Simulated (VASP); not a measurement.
A run of VASP 6.6.1 is set up as follows.

Contents of INCAR:

```
ALGO     = Normal         # electronic algorithm
EDIFF    = 1E-6           # SCF threshold, eV
EDIFFG   = -0.01          # ionic threshold
ENCUT    = 600            # plane-wave cutoff, eV
GGA      = CA             # functional
IBRION   = 2              # ionic algorithm
ISIF     = 3              # what is computed and relaxed
ISMEAR   = 0              # smearing method
LASPH    = True           # aspherical terms in the spheres
LCHARG   = False          # write CHGCAR
LREAL    = False          # projectors in reciprocal space
LWAVE    = False          # write WAVECAR
NELM     = 80             # most SCF steps
NSW      = 90             # ionic steps
PREC     = Accurate       # precision mode
SIGMA    = 0.03           # smearing width, eV
```

Contents of KPOINTS:

```
k-points
0
Gamma
  10 10 10
```

File POSCAR:

```
BAs
1.0
    0.0000000000      2.3885000000      2.3885000000
    2.3885000000      0.0000000000      2.3885000000
    2.3885000000      2.3885000000      0.0000000000
B As
1 1
Direct
    0.0000000000      0.0000000000      0.0000000000
    0.2500000000      0.2500000000      0.2500000000
```

Potentials or basis: VASP PAW LDA potentials, release 64 (B, As).

Run with:

```console
$ cat potpaw_LDA.64/B/POTCAR potpaw_LDA.64/As/POTCAR > POTCAR
$ mpirun -np 1 vasp_std > vasp.out
```

Task: Estimate the band gap on the k mesh.

Result: 1.10 eV, indirect (least direct gap 3.28 eV).

Task: Estimate the relaxed volume.

Result: 13.33 Å³/atom.

The path:
```
step  energy change (eV)  largest force (eV/Å)  pressure (GPa)  volume (Å³)
   1              0.0000                0.0000           -3.09        27.25
   2             -0.0025                0.0000            2.51        26.23
   3             -0.0058                0.0000           -0.01        26.66
```

A k mesh can miss the band edges. Zero-point motion and thermal expansion aren't in these numbers.
